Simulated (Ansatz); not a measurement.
Runs of Ansatz 0.2.0 on InPd. Symmetry: Pm-3m, No. 221, cubic system. Conventional cell: a = 3.272 Å, b = 3.272 Å, c = 3.272 Å, α = 90.00°, β = 90.00°, γ = 90.00°. In (site symmetry m-3m) has 8 Pd at 2.83 Å as nearest neighbours. Around Pd (site symmetry m-3m) lie 8 In at 2.83 Å. The cell comes from a database or a generator and needn't be the stable form of this composition.

| level | gap on the mesh (eV) | pressure (GPa) | relaxed volume (Å³/atom) |
| --- | --- | --- | --- |
| LDA | none | 0.0 | 16.60 |
| RPBE | none | 0.0 | 18.59 |
| PBE | none | 0.0 | (a) |
| PBE+D4 | none | 0.0 | 17.44 |
| revPBE | none | 0.0 | (b) |

Alike in all rows: task relaxation of cell and atoms; potentials or basis Ansatz PAW; no spin polarisation; cell relaxed; k mesh 8 × 8 × 8; cutoff (eV) 420; smearing fermi-dirac 0.05 eV.

**Question.** Estimate the missing entries.

**Answer.** (a) 18.04; (b) 18.43.

Caveats: the plane-wave basis is chosen anew once the cell has moved, so the energies of steps on either side of that aren't comparable; the PAW data sets come from PBE, with cores solved anew for the run's functional, which leaves a small shift of forces and pressure (some runs); pairwise dispersion overbinds metals, which lowers pressure and volume (some runs).

A k mesh can miss the band edges, and the runs leave out spin-orbit coupling on In, Pd.

A gap of «none» marks a metal or a gap under the smearing width.
